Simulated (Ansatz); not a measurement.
**Anharmonic phonons and stability of InP (F-43m)**

Wanted: self-consistent phonon frequencies, thermal pressure and a stability verdict for InP.

Program: Ansatz 0.2.0. Level of theory: DFT PBE, scalar-relativistic, plane waves, PAW; PAW set soft_1. Results are calculated unless marked as measured.

The database entry behind the starting cell differs from later determinations by our own check (0.1 to 0.3 % short, probably kX units), so it need not match the best structure at ambient conditions.

## (1) Set-up

The structure is cubic, space group F-43m (No. 216). The conventional cell has a = 5.861 Å, b = 5.861 Å, c = 5.861 Å, α = 90.00°, β = 90.00°, γ = 90.00°. Nearest to In lie 4 P at 2.54 Å. Nearest to P lie 4 In at 2.54 Å. Farther neighbours are not listed.

## (2) Probe on a coarse mesh

A cheap single point shows whether the cell is a metal or an insulator and how far it is from rest; that sets the k-mesh and the occupations of what follows.

input.yaml

```yaml
crystal:
  lattice:
    - [0.0, 2.9305, 2.9305]
    - [2.9305, 0.0, 2.9305]
    - [2.9305, 2.9305, 0.0]
  atoms:
    - { symbol: In, position: [0.0, 0.0, 0.0] }
    - { symbol: P, position: [0.25, 0.25, 0.25] }
kpoints:
  mp_grid: { grid: [6, 6, 6] }
hamiltonian:
  xc: pbe
  pseudopotentials: { kind: paw, azcp: { folder: soft_1 } }
scf:
  occupations: { method: gaussian, width: 0.1 }
  lower_state_search: "off"
output:
  forces: true
  stress: true
  eigenvalues: true
```

Command:

```bash
$ ansatz run input.yaml --threads 8 --pin off --max-ram 16384MiB --backend cpu --events-out ev --progress --plain --runs-dir out
```

Numbers of over 12 decimals in the logs are rounded to 6 here.

The log of the run:

```text
Engine: ansatz 0.2.0, aarch64-unknown-linux-gnu
Pseudopotentials: kind: paw
Pseudopotential: In, paw, valence charge 13, recommended cutoff 420 eV (normal), soft_1/In.paw.azcp
Pseudopotential: P, paw, valence charge 5, recommended cutoff 420 eV (normal), soft_1/P.paw.azcp
Functional definition: PBE
  parameter kappa = 0.804
  parameter beta = 0.066725
  exchange = pbe_x(kappa = kappa, mu = beta*pi^2/3)
  correlation = pbe_c(beta = beta)
Crystal: 2 atoms, lattice volume = 50.333 Å³
Basis set: ecut = 420 eV, 941 PW (Γ), exchange–correlation on 60×60×60 points (8 copies of the dense FFT grid, shifted against one another)
Bands: 13, of which v1, the nominal top of the filled ones, is band 9 counted from 1 (8 counted from 0)
Symmetry: 24 space group operations
Space group: F-43m (ITA 216), of the structure as read, at distance tolerance 3.7e-5 Å
k-points: 16 of 216 (time reversal used)
Non-local potential: In, projectors of the file, l = 0: 2, l = 1: 2, l = 2: 2, l = 3: 1
Non-local potential: P, projectors of the file, l = 0: 2, l = 1: 2, l = 2: 1
PAW form: soft (Blöchl's): semilocal exchange-correlation on the pseudo side does not see the compensation charge
PAW one-centre angular grid: In, 590 points (default); XC on 64 Gauss nodes
PAW one-centre angular grid: P, 110 points (default); XC on 64 Gauss nodes
Initial density: superposition of atomic densities (chi_scale 0.1, normalization cell, long waves kept (reshape's long-wave potential 0.00 eV rms))
Initial wavefunctions: pseudopotential atomic-orbital guess
Functional: x = pbe(κ = 0.804, μ = 0.219515), c = pbe(β = 0.066725)
SCF iter   1: F=—  HF=-6354.268618 eV  |F-HF|=—  |Δ(HF+E_count)|=         —  Δρ=3.50e-2  dr2=8.89e-1  ethr=3.10e-3  ⟨swp⟩=6.2  Hψ=1450  notcnv=0
preconditioner: auto → none  [insulator: Δε(μ)=0.994 eV  Ē_g=14.497 eV  σ=0.100 eV  W_gap=1.00  n_scr=14 (ndim 8)  ℏωp=22.2 eV  f_vac=0.000  D(μ)=0.00/eV (n_scr^D=0)  ε∞_Penn≈3.3]
SCF iter   2: F=—  HF=-6354.046240 eV  |F-HF|=—  |Δ(HF+E_count)|=   2.22e-1  Δρ=1.59e-2  dr2=9.05e-2  ethr=3.10e-3  ⟨swp⟩=3.2  Hψ=505  notcnv=0
SCF iter   3: F=—  HF=-6354.037925 eV  |F-HF|=—  |Δ(HF+E_count)|=   8.31e-3  Δρ=6.42e-3  dr2=1.48e-2  ethr=5.03e-4  ⟨swp⟩=2.7  Hψ=359  notcnv=0
SCF iter   4: F=—  HF=-6354.038294 eV  |F-HF|=—  |Δ(HF+E_count)|=   3.68e-4  Δρ=1.06e-3  dr2=3.95e-4  ethr=8.21e-5  ⟨swp⟩=2.7  Hψ=363  notcnv=0
SCF iter   5: F=—  HF=-6354.038197 eV  |F-HF|=—  |Δ(HF+E_count)|=   9.68e-5  Δρ=2.33e-4  dr2=1.27e-5  ethr=2.19e-6  ⟨swp⟩=2.1  Hψ=348  notcnv=0
SCF iter   6: F=—  HF=-6354.038215 eV  |F-HF|=—  |Δ(HF+E_count)|=   1.81e-5  Δρ=2.48e-5  dr2=2.03e-7  ethr=7.03e-8  ⟨swp⟩=3.0  Hψ=367  notcnv=0
SCF iter   7: F=-6354.038215 eV  HF=-6354.038215 eV  |F-HF|=3.42e-9  |Δ(HF+E_count)|=   2.34e-8  Δρ=2.99e-6  dr2=3.09e-9  ethr=5.56e-10  ⟨swp⟩=7.2  Hψ=1170  notcnv=0
SCF 1 converged in 7 iterations: F = -6354.038215 eV  dr2 = 3.09e-9
  greatest PAW one-centre occupation: 0.981 electrons in one spin orbital (limit 2), on the In atom at site 0 (counted from 0), in its partial waves of l = 2
SCF converged after 7 iterations
Free energy (F): -6354.038215 eV
Harris-Foulkes:  -6354.038215 eV  (|F-HF|=3.42e-9)
Internal energy: -6354.038215 eV  (E = F + TS)
E sigma→0 (E₀):  -6354.038215 eV
Fermi energy:    7.399725 eV
--- Per-component energies (eV) ---
  E_band       = -51.421707
  E_kinetic    = 287.936848
  E_local      = -1331.170163  (includes V_loc(G=0)·N_el)
  E_nonlocal   = 359.662669
  E_hartree    = 534.314952
  E_xc         = -215.537594
  E_vxc        = -150.077091  (∫ρ·V_xc dr)
  E_paw        = -4768.536789  (= ΣΔE_a)
  E_vpaw       = -286.403000  (= ΣTr[D̂ρ^β])
  E_aug_tail   = 0.000149  (compensation charges beyond the density's cutoff)
  E_ewald      = -1220.708286
  E_smearing   = -0.000000  (= −TS)
  E_closure    = 0.000000  (closes the sum)
  Σ components = -6354.038215   (vs F -6354.038215, Δ=0.00e0)
--- Forces (eV/Å), atoms counted from 1 ---
  atom   1  In     0.00000000     0.00000000     0.00000000
  atom   2  P     -0.00000000     0.00000000     0.00000000
  max |Σ_I F_I| component: 1.30e-16 eV/Å
--- Stress (GPa, compression-positive) ---
        3.347722       0.000000      -0.000000
       -0.000000       3.347722       0.000000
        0.000000       0.000000       3.347722
  P = ⅓ Tr σ = 3.3477 GPa (33.477 kbar)
--- Band table (eV; the first three rows and the last of 16) ---
  k-point 0: bands = [... 5 lower, -4.4810, 7.0364, 7.0364, 7.0364, 7.7482, 11.1212, 11.1212, 11.1212]
  k-point 1: bands = [... 5 lower, -4.1677, 4.8549, 6.7318, 6.7318, 8.8379, 11.5277, 11.5600, 11.5600]
  k-point 2: bands = [... 5 lower, -3.3590, 2.4721, 6.2595, 6.2595, 8.6915, 11.8993, 11.8993, 13.3058]
  k-point 15: bands = [... 5 lower, -2.0428, 1.3946, 4.2296, 4.2532, 10.3159, 10.6583, 13.8251, 14.1086]
```

It took 0.28 s on 8 threads of Arm Neoverse V2, shared host; peak memory 0.31 GiB.

This step gave:

```
pressure          : 3.348 GPa
volume per atom   : 25.17 Å³/atom
gap on the k-mesh : 0.7117 eV
```

The start is under 3.3 GPa at this level and looks like an insulator or semiconductor on this mesh.

## (3) Relaxation

The vibrations must be taken about the equilibrium of this functional, not about the starting cell, so the structure is relaxed.

input.yaml, the sections that differ from step 2:

```yaml
kpoints:
  mp_grid: { grid: [8, 8, 8] }
scf:
  occupations: { method: gaussian, width: 0.02 }
  lower_state_search: "off"
relax:
  adjacent_minimum: "off"
  f_tol: 0.005
  max_steps: 80
  cell: { stress_tol: 0.05 }
# crystal, hamiltonian, output: as in step 2
```

The log of the run:

```text
[...]
Crystal: 2 atoms, lattice volume = 50.333 Å³
Basis set: ecut = 420 eV, 941 PW (Γ), exchange–correlation on 60×60×60 points (8 copies of the dense FFT grid, shifted against one another)
Bands: 13, of which v1, the nominal top of the filled ones, is band 9 counted from 1 (8 counted from 0)
Symmetry: 24 space group operations
[...]
k-points: 29 of 512 (time reversal used)
[...]
SCF iter   1: F=—  HF=-6354.276076 eV  |F-HF|=—  |Δ(HF+E_count)|=         —  Δρ=3.48e-2  dr2=8.79e-1  ethr=3.10e-3  ⟨swp⟩=6.6  Hψ=2649  notcnv=0
[...]
SCF iter   7: F=-6354.048884 eV  HF=-6354.048884 eV  |F-HF|=9.80e-10  |Δ(HF+E_count)|=   5.76e-8  Δρ=2.98e-6  dr2=4.15e-9  ethr=5.56e-10  ⟨swp⟩=7.4  Hψ=2030  notcnv=0
SCF 1 converged in 7 iterations: F = -6354.048884 eV  dr2 = 4.15e-9
[...]
relax step   1: F+E_penalty+E_count = -6354.04888379 eV  Δ(F+E_penalty+E_count) = +0.000e0 eV  max|allowed force component| = 2.220e-16 eV/Å  Δτ_max = 0.0000 Å  P = +3.347 GPa  Ω = 50.333 Å³  (7 SCF iters, dr2 threshold 1.00e-7 eV, accepted)
Crystal: 2 atoms, lattice volume = 53.217 Å³
Basis set: ecut = 420 eV, 1037 PW (Γ), exchange–correlation on 60×60×60 points (8 copies of the dense FFT grid, shifted against one another)
[...]
iter 1 solved again at ethr=3.49e-5 eV; its pass at ethr=3.10e-3 eV (dr2=6.27e-3 eV) is discarded
[...]
SCF iter   6: F=-6354.073915 eV  HF=-6354.073915 eV  |F-HF|=1.12e-8  |Δ(HF+E_count)|=   9.20e-7  Δρ=4.31e-6  dr2=1.36e-8  ethr=1.11e-9  ⟨swp⟩=7.9  Hψ=2108  notcnv=0
SCF 2 converged in 6 iterations: F = -6354.073915 eV  dr2 = 1.36e-8
relax step   2: F+E_penalty+E_count = -6354.07391518 eV  Δ(F+E_penalty+E_count) = -2.503e-2 eV  max|allowed force component| = 9.946e-17 eV/Å  Δτ_max = 0.0000 Å  P = -0.340 GPa  Ω = 53.217 Å³  energy of the carried Pulay correction = -3.133e-4 eV  (6 SCF iters, dr2 threshold 2.00e-7 eV, accepted)
Crystal: 2 atoms, lattice volume = 52.937 Å³
[...]
SCF iter   4: F=-6354.074270 eV  HF=-6354.074270 eV  |F-HF|=1.01e-8  |Δ(HF+E_count)|=   2.70e-7  Δρ=1.81e-5  dr2=1.75e-7  ethr=1.11e-9  ⟨swp⟩=6.1  Hψ=1911  notcnv=0
SCF 3 converged in 4 iterations: F = -6354.074270 eV  dr2 = 1.75e-7
relax step   3: F+E_penalty+E_count = -6354.07426960 eV  Δ(F+E_penalty+E_count) = -3.544e-4 eV  max|allowed force component| = 7.864e-17 eV/Å  Δτ_max = 0.0000 Å  P = -0.030 GPa  Ω = 52.937 Å³  energy of the carried Pulay correction = -2.837e-4 eV  (4 SCF iters, dr2 threshold 2.00e-7 eV, accepted)
[...]
SCF iter   1: F=—  HF=-6354.074315 eV  |F-HF|=—  |Δ(HF+E_count)|=         —  Δρ=1.43e-4  dr2=5.99e-7  ethr=1.06e-6  ⟨swp⟩=3.5  Hψ=3802  notcnv=0
eigensolver tolerance schedule: the retry pair's looser diagonalisation over-reported the residual by 317.65 of it (diagonalisation noise at 0.12 of the residual, at the tolerance the schedule requests for it); recorded, not acted on — ethr = c·dr2/N_el stays at c = 1.0e-1
[...]
SCF iter   2: F=—  HF=-6354.074504 eV  |F-HF|=—  |Δ(HF+E_count)|=   1.90e-4  Δρ=7.10e-5  dr2=1.48e-7  ethr=3.33e-9  ⟨swp⟩=2.6  Hψ=674  notcnv=0
[...]
SCF iter   6: F=-6354.074569 eV  HF=-6354.074569 eV  |F-HF|=3.09e-11  |Δ(HF+E_count)|=  1.84e-10  Δρ=7.40e-8  dr2=9.85e-13  ethr=1.00e-12  ⟨swp⟩=7.3  Hψ=1943  notcnv=0
SCF 4 converged in 6 iterations: F = -6354.074569 eV  dr2 = 9.85e-13
relax step   4: F+E_penalty+E_count = -6354.07456885 eV  Δ(F+E_penalty+E_count) = -2.992e-4 eV  max|allowed force component| = 9.252e-17 eV/Å  Δτ_max = 0.0000 Å  P = -0.029 GPa  Ω = 52.937 Å³  stress off target by 2.94e-2 GPa  SCF on the basis re-selected at this cell (its energy is not comparable with the rows above)  (6 SCF iters)
basis re-selected at this cell: Δ(F+E_penalty+E_count) = -2.992e-4 eV, ΔP = +0.001 GPa vs the last step (what re-selecting the basis moved, of the pressure what is left beyond the Pulay correction that the steps carried, after the strain that the cell walked since its last selection, with what the two solves' SCF thresholds leave and, on support functions, any second-order correction that the steps lacked; it is no m [...]
SCF converged after 6 iterations
Free energy (F): -6354.074569 eV
[...]
Internal energy: -6354.074569 eV  (E = F + TS)
E sigma→0 (E₀):  -6354.074569 eV
Fermi energy:    6.625784 eV
[...]
--- Stress (GPa, compression-positive) ---
       -0.029426       0.000000       0.000000
       -0.000000      -0.029426       0.000000
        0.000000       0.000000      -0.029426
  P = ⅓ Tr σ = -0.0294 GPa (-0.294 kbar)
--- Band table (eV; the first three rows and the last of 29) ---
  k-point 0: bands = [... 5 lower, -4.7773, 6.4061, 6.4061, 6.4061, 6.8445, 10.4920, 10.4920, 10.4920]
  k-point 1: bands = [... 5 lower, -4.6129, 4.8554, 6.2356, 6.2356, 7.8624, 10.6054, 10.7516, 10.7516]
  k-point 2: bands = [... 5 lower, -4.1550, 3.0589, 5.8922, 5.8922, 8.0567, 11.1591, 11.1591, 11.5835]
  k-point 28: bands = [... 5 lower, -2.5541, 1.0086, 3.6598, 3.7152, 10.5792, 10.6910, 11.8468, 12.6113]
--- Relaxed structure (3 steps of the walk, 3 accepted, 1 SCFs on fresh bases) ---
  F+E_penalty+E_count = -6354.07456885 eV   max|allowed force component| = 9.252e-17 eV/Å   (the final SCF, on the basis selected at the relaxed cell)
  cell:  # Å, volume = 52.9369 Å³
    - [0, 2.980182, 2.980182]
    - [2.980182, 0, 2.980182]
    - [2.980182, 2.980182, 0]
  atoms:
    - { symbol: In, position: [0, 0, 0] }
    - { symbol: P, position: [0.25, 0.25, 0.25] }
```

It took 1.4 s on 8 threads; peak memory 0.37 GiB.

Step by step:

```
step  energy less that of the first step (eV)  largest force component (eV/Å)  pressure (GPa)  volume (Å³)
   1                                   0.0000                          0.0000            3.35        50.33
   2                                  -0.0250                          0.0000           -0.34        53.22
   3                                  -0.0254                          0.0000           -0.03        52.94
  4*                                  -0.0257                          0.0000           -0.03        52.94
```

Relaxation steps marked * repeat the geometry before them on a plane-wave basis chosen anew for their cell, so energy and pressure can jump there.

Forces are held to the 24 operations that the run works with; a distortion that breaks them can't arise in this run.

```
conventional cell, symmetrised  before  after  change
                         a (Å)   5.861  5.960  +1.7 %
                         b (Å)   5.861  5.960  +1.7 %
                         c (Å)   5.861  5.960  +1.7 %
              volume (Å³/atom)   25.17  26.47  +5.2 %
```

The relaxed structure:

```xyz
2
Lattice="0.0000 2.9802 2.9802 2.9802 0.0000 2.9802 2.9802 2.9802 0.0000" Properties=species:S:1:pos:R:3 pbc="T T T"
In    0.0000    0.0000    0.0000
P     1.4901    1.4901    1.4901
```

Numbers from this step:

- pressure: -0.02943 GPa
- gap on the k-mesh: 0.4384 eV
- volume per atom: 26.47 Å³/atom

The relaxation ends with a pressure of -0.03 GPa.

## (4) A second relaxation

The relaxation is run once more from where the first one ended, as the script does after a large change of volume or of the gap, with mesh and occupations reviewed.

input.yaml, the sections that differ from step 3:

```yaml
crystal:
  lattice:
    - [0.0, 2.9801820719, 2.9801820719]
    - [2.9801820719, 0.0, 2.9801820719]
    - [2.9801820719, 2.9801820719, 0.0]
  atoms:
    - { symbol: In, position: [0.0, 0.0, 0.0] }
    - { symbol: P, position: [0.25, 0.25, 0.25] }
kpoints:
  mp_grid: { grid: [10, 10, 10] }
# hamiltonian, scf, output, relax: as in step 3
```

The log of the run:

```text
[...]
Crystal: 2 atoms, lattice volume = 52.937 Å³
Basis set: ecut = 420 eV, 1037 PW (Γ), exchange–correlation on 60×60×60 points (8 copies of the dense FFT grid, shifted against one another)
Bands: 13, of which v1, the nominal top of the filled ones, is band 9 counted from 1 (8 counted from 0)
Symmetry: 24 space group operations
[...]
k-points: 47 of 1000 (time reversal used)
[...]
k-point 46: bands = [... 5 lower, -2.5617, 0.9935, 3.7105, 3.7582, 10.1940, 10.2894, 12.4180, 12.9361]
--- Relaxed structure (1 steps of the walk, 1 accepted, 1 SCFs on fresh bases) ---
[...]
cell:  # Å, volume = 52.9369 Å³
    - [0.0, 2.9801820719, 2.9801820719]
    - [2.9801820719, 0.0, 2.9801820719]
    - [2.9801820719, 2.9801820719, 0.0]
  atoms:
    - { symbol: In, position: [0.0, 0.0, 0.0] }
    - { symbol: P, position: [0.25, 0.25, 0.25] }
[key lines of the parts left out:]
SCF converged after 5 iterations
Free energy (F): -6354.076372 eV
Fermi energy:    6.624723 eV
P = ⅓ Tr σ = -0.0206 GPa (-0.206 kbar)
```

Elapsed: 1 s, on 8 threads; peak memory 0.39 GiB; 6.5 s of CPU time.

Little changed from the start: no atom moved by 0.005 Å and no cell edge by 0.1 %.

This step gave:

```
pressure          : -0.02058 GPa
gap on the k-mesh : 0.4389 eV
```

## (5) Relaxing to small residual forces and stress

The relaxation is repeated with tighter thresholds on force and stress, since phonons are sensitive to what is left; a change of mesh or smearing in the input moves the cell too.

input.yaml, the sections that differ from step 4:

```yaml
scf:
  occupations: { method: fixed }
  lower_state_search: "off"
relax:
  adjacent_minimum: "off"
  f_tol: 0.001
  max_steps: 60
  cell: { stress_tol: 0.01 }
# crystal, kpoints, hamiltonian, output: as in step 4
```

The log of the run:

```text
[...]
Crystal: 2 atoms, lattice volume = 52.937 Å³
Basis set: ecut = 420 eV, 1037 PW (Γ), exchange–correlation on 60×60×60 points (8 copies of the dense FFT grid, shifted against one another)
Bands: 13, of which v1, the nominal top of the filled ones, is band 9 counted from 1 (8 counted from 0)
Symmetry: 24 space group operations
[...]
k-points: 47 of 1000 (time reversal used)
[...]
k-point 46: bands = [... 5 lower, -2.5576, 0.9969, 3.7138, 3.7615, 10.1990, 10.2956, 12.4240, 12.9415]
--- Relaxed structure (2 steps of the walk, 2 accepted, 1 SCFs on fresh bases) ---
[...]
cell:  # Å, volume = 52.9153 Å³
    - [0, 2.979776, 2.979776]
    - [2.979776, 0, 2.979776]
    - [2.979776, 2.979776, 0]
  atoms:
    - { symbol: In, position: [0, 0, 0] }
    - { symbol: P, position: [0.25, 0.25, 0.25] }
[key lines of the parts left out:]
SCF converged after 6 iterations
Free energy (F): -6354.076375 eV
Fermi energy:    6.409702 eV
P = ⅓ Tr σ = 0.0037 GPa (0.037 kbar)
```

The job ended after 1.4 s (8 threads; peak memory 0.39 GiB).

Little changed from the start: no atom moved by 0.005 Å and no cell edge by 0.1 %.

This step gave:

* pressure: 0.003707 GPa
* gap on the k-mesh: 0.4411 eV
* volume per atom: 26.46 Å³/atom

The residual pressure is 0.0037 GPa, small enough for phonons.

(Part 1 of 3 ends here.)

[Logs are printed without paths, hosts, clocks, repeated set-up lines and the standing remarks that a program may print on its own settings, such as how far it seeks lower states.]

[Hosts, paths, dates, database ids (printed as entryN), source tags and the programs' standing remarks are cut or masked in the printed files.]

[A step with changed settings may run another functional than the one named; its input shows which.]
